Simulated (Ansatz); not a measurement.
# MoSe2: the cost of one run

Computed with Ansatz 0.2.0 (reference: DFT, HSE06, plane waves, PAW, unless a step's input says otherwise).

1 further run of the same task is left out (it didn't finish).

## 1. The structure to begin with

Symmetry: P6_3/mmc, No. 194, hexagonal system. Conventional cell: a = 3.305 Å, b = 3.305 Å, c = 13.094 Å, α = 90.00°, β = 90.00°, γ = 120.00°. Mo (site symmetry -6m2) has 6 Se at 2.53 Å as nearest neighbours. Se (site symmetry 3m) is surrounded by 3 Mo at 2.53 Å.

Structure file:

```cif
data_structure
_symmetry_space_group_name_H-M 'P 1'
_symmetry_Int_Tables_number 1
_cell_length_a 3.3053
_cell_length_b 3.3053
_cell_length_c 13.0937
_cell_angle_alpha 90.000
_cell_angle_beta 90.000
_cell_angle_gamma 120.000
_cell_volume 123.89
loop_
_atom_site_label
_atom_site_type_symbol
_atom_site_fract_x
_atom_site_fract_y
_atom_site_fract_z
_atom_site_occupancy
Mo1 Mo 0.66667 0.33333 0.25001 1
Mo2 Mo 0.33333 0.66667 0.74999 1
Se1 Se 0.33333 0.66667 0.37658 1
Se2 Se 0.66667 0.33333 0.87657 1
Se3 Se 0.33333 0.66667 0.12343 1
Se4 Se 0.66667 0.33333 0.62342 1
```

## 2. Baseline

Input file input.yaml:

```yaml
crystal:
  lattice:
    - [3.3053475381, 0.0, 0.0]
    - [-1.6526737691, 2.8625149363, 0.0]
    - [0.0, 0.0, 13.0937177876]
  atoms:
    - { symbol: Mo, position: [0.6666666667, 0.3333333333, 0.2500065386] }
    - { symbol: Mo, position: [0.3333333333, 0.6666666667, 0.7499934614] }
    - { symbol: Se, position: [0.3333333333, 0.6666666667, 0.3765838742] }
    - { symbol: Se, position: [0.6666666667, 0.3333333333, 0.8765710153] }
    - { symbol: Se, position: [0.3333333333, 0.6666666667, 0.1234289847] }
    - { symbol: Se, position: [0.6666666667, 0.3333333333, 0.6234161258] }
kpoints:
  mp_grid: { grid: [6, 6, 2] }
hamiltonian:
  xc: hse06
scf:
  occupations: { method: fixed }
  n_extra_bands: 5
output:
  forces: true
  stress: true
  eigenvalues: true
  write_density: true
  write_potential: true
  elf: true
  volumetric_format: npy
```

Started as:

```sh
$ ansatz run input.yaml --threads 4 --pin off --max-ram 4608MiB --backend cpu --events-out ev --progress --plain --runs-dir out
```

**Question.** How long does this run take on 4 threads of Arm Neoverse N1, shared host, and how much memory does it need?

About 75 s, with a peak of 2.6 GiB.
